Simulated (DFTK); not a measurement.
Si under changes of volume

One of the cells (20.165 Å³/atom); the others are scaled copies at fixed shape and fractional positions:

```
CELL_PARAMETERS angstrom
0.00000 2.72185 2.72185
2.72185 0.00000 2.72185
2.72185 2.72185 0.00000
ATOMIC_POSITIONS crystal
Si 0.50000 0.50000 0.50000
Si 0.75000 0.75000 0.75000
```

- Program: DFTK 0.8.2
- Functional: RPBE
- Potentials or basis: dojo.nc.sr.pbe.v0_5.stringent.upf (PBE)
- Cutoff: 490 eV
- k mesh: 8 × 8 × 8
- Occupations: fermi-dirac, width 0.05 eV
- Spin: no spin polarisation

```csv
volume (Å³/atom),energy over the lowest point (meV/atom),pressure (GPa),gap on the mesh (eV)
18.955,40.18,8.5,0.58
19.358,21.98,6.0,0.62
19.761,9.58,3.8,0.66
20.165,2.42,1.8,0.70
20.568,0.00,0.1,0.73
20.971,1.83,-1.5,0.76
21.375,?,?,?
```

What does the run at 21.375 Å³/atom give?

Energy over the lowest point 7.50 meV/atom; pressure -3.0 GPa; gap on the mesh 0.79 eV.

Worked out: A Birch-Murnaghan fit of order 3 (a polynomial in V^(-2/3)) to the other rows has its minimum at 20.59 Å³/atom with B0 = V·E''(V) = 86 GPa and B' = 4.3. It gives 7.52 meV/atom at 21.375 Å³/atom, against the run's 7.50, and -dE/dV = -3.0 GPa, against -3.0. A straight line through the other rows of the gap, of slope 1.8 eV per unit of ln V, extrapolates to 0.80 eV, against the run's 0.79.

Energies are extrapolated to zero smearing.

Caveats: the potentials were made for another functional, which shifts forces and pressure.

A mesh can miss the band edges.
